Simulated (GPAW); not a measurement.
Input of a GPAW 26.7.0 run:

Contents of run.py:

```python
from ase.dft.bandgap import bandgap
from ase.io import read, write
from ase.units import GPa
from gpaw import GPAW, PW

atoms = read('CoO.xyz')
atoms.set_initial_magnetic_moments([3.5, -3.5, 0.0, 0.0])

calc = GPAW(mode=PW(800),
            xc='PBE',
            kpts={'size': (5, 10, 10), 'gamma': True},
            occupations={'name': 'fermi-dirac', 'width': 0.05},
            setups={'Co': ':d,1.0'},
            nbands=30,
            convergence={'density': 1e-05, 'energy': 1e-05},
            maxiter=150,
            txt='gpaw.txt')
atoms.calc = calc
energy = atoms.get_potential_energy()
forces = atoms.get_forces()
stress = atoms.get_stress()
calc.write('gs.gpw')
write('result.traj', atoms)
print(f'Energy: {energy:.6f} eV')
print('Forces (eV/A):')
print(forces.round(4))
print('Stress (GPa):', (stress / GPa).round(3))
print('Moments:', calc.get_magnetic_moments().round(3))
print('Fermi level:', round(calc.get_fermi_level(), 4), 'eV')
print(f'Gap: {bandgap(calc)[0]:.4f} eV, direct: {bandgap(calc, direct=True)[0]:.4f} eV')
```

The input CoO.xyz:

```xyz
4
Lattice="5.1410526200 0.0000000000 0.0000000000 0.0000000000 2.5705263100 0.0000000000 0.0000000000 0.0000000000 2.5705263100" Properties=species:S:1:pos:R:3 pbc="T T T"
Co     0.0000000000      0.0000000000      0.0000000000
Co     2.5705263100      0.0000000000      0.0000000000
O      1.2852631550      1.2852631550      1.2852631550
O      3.8557894650      1.2852631550      1.2852631550
```

Potentials or basis: GPAW PAW data sets (gpaw-data 1.2.1), pw.

Launch:

```console
$ OMP_NUM_THREADS=1 python run.py
```

Problem. Estimate the net moment.

Solution. 0.00 μB per cell.

Problem. What does it give for the band gap on the k mesh?

Solution. 0.77 eV.

Stress tensor (GPa, compression positive):
```
16.41  0.00  0.00
 0.00 13.88  0.00
 0.00  0.00 13.88
```

Caveat: an odd mesh through Γ misses points on the zone boundary, where band edges often lie. The state reached can hang on the start; a lower one may exist.
